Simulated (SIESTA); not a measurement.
Runs of SIESTA 5.4.2 on Co. The cell holds a slab with vacuum, 6 atoms: a = 2.487 Å, b = 2.487 Å, c = 25.238 Å, α = 90.00°, β = 90.00°, γ = 120.00°. The slab is cut from a database's or a generator's crystal, which needn't be the stable form of the element.

| level | gap on the mesh (eV) | moment (μB) | largest force (eV/Å) |
| --- | --- | --- | --- |
| vdW-DF-C09 | none | 10.31 | (a) |
| PBE | none | 10.33 | (b) |
| optB88-vdW | none | 10.30 | 0.96 |
| vdW-DF | none | 10.30 | 1.01 |
| vdW-DF-cx | none | 10.31 | 0.93 |

Alike in all rows: task single point; potentials or basis PseudoDojo 0.4 standard (PBE files), DZP (energy shift 0.003 Ry; two zetas on semicore shells); spin collinear, ferromagnetic start; cell as given; k mesh 8 × 8 × 1; smearing fermi-dirac 0.05 eV; grid cutoff 800 Ry; energy shift 0.003 Ry; the mesh is coarse, so values aren't converged.

Task: Fill in the values left out.

Result: (a) 0.92; (b) 0.98.

Caveats: all runs use coarse meshes; the basis of atomic orbitals isn't converged, which shifts pressures, moduli and gaps; the potentials were made for another functional, which shifts forces and pressure (some runs).

A gap of «none» marks a metal or a gap under the smearing width.
